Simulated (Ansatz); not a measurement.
SnS2 built on the CdI2 prototype, relaxed with r2SCAN+rVV10: 4 runs in Ansatz, each a calculation of independent-particle optics. It is trigonal, P-3m1 (No. 164); a = 3.661 Å, c = 5.962 Å in the conventional setting, 23.06 Å³ an atom. Around Sn lie 6 S at 2.57 Å; around S lie 3 Sn at 2.57 Å. The values are computed, spin-unpolarised, and not measurements.

```
Sn S
1.0
     3.66075    0.00000    0.00000
    -1.83038    3.17031    0.00000
     0.00000    0.00000    5.96178
Sn S
1 2
Direct
  0.00000 0.00000 0.00000
  0.33333 0.66667 0.24559
  0.66667 0.33333 0.75441
```

On meshes this coarse, single peaks can be features of the mesh. No local fields, no excitons; the zone sum runs over the cells of the mesh, and ε∞ includes the bands left out of the spectrum. Up to four peaks are listed, those above 15 % of the tallest and inside the complete range; the four can differ from row to row. Rows marked drawn have settings drawn at random (some not listed).

```csv
functional,k mesh,broadening (eV),scissors (eV),range (eV),settings,direct gap on the mesh before scissors (eV),ε∞ xx,ε∞ yy,ε∞ zz,complete up to (eV),tallest peaks of mean ε₂ (eV)
PBE,6×6×4,0.1,0.00,0–13,chosen,1.92,8.81,8.81,8.01,13.0,4.25 5.55 6.35 8.90
r2SCAN,6×6×4,0.1,0.00,0–13,chosen,2.25,7.74,7.74,7.04,13.0,4.65 6.05 6.85 7.70
PBE,12×12×4,0.03,2.50,2–6,drawn,1.92,6.22,6.22,5.68,6.0,5.45
```

Q: Estimate from these rows what the further settings give.
```tsv
functional	k mesh	broadening (eV)	scissors (eV)	range (eV)	settings
PBE	6×6×4	0.1	0.85 (to HSE06)	0–13	chosen
```

A:
```csv
functional,k mesh,broadening (eV),scissors (eV),range (eV),settings,direct gap on the mesh before scissors (eV),ε∞ xx,ε∞ yy,ε∞ zz,complete up to (eV),tallest peaks of mean ε₂ (eV)
PBE,6×6×4,0.1,0.85 (to HSE06),0–13,chosen,1.92,7.66,7.66,6.96,13.0,5.10 6.40 7.20 9.75
```

The fundamental gap is indirect (1.50 eV with PBE on 6×6×4); the table holds the direct one.

The runs are scalar-relativistic, without spin-orbit coupling.
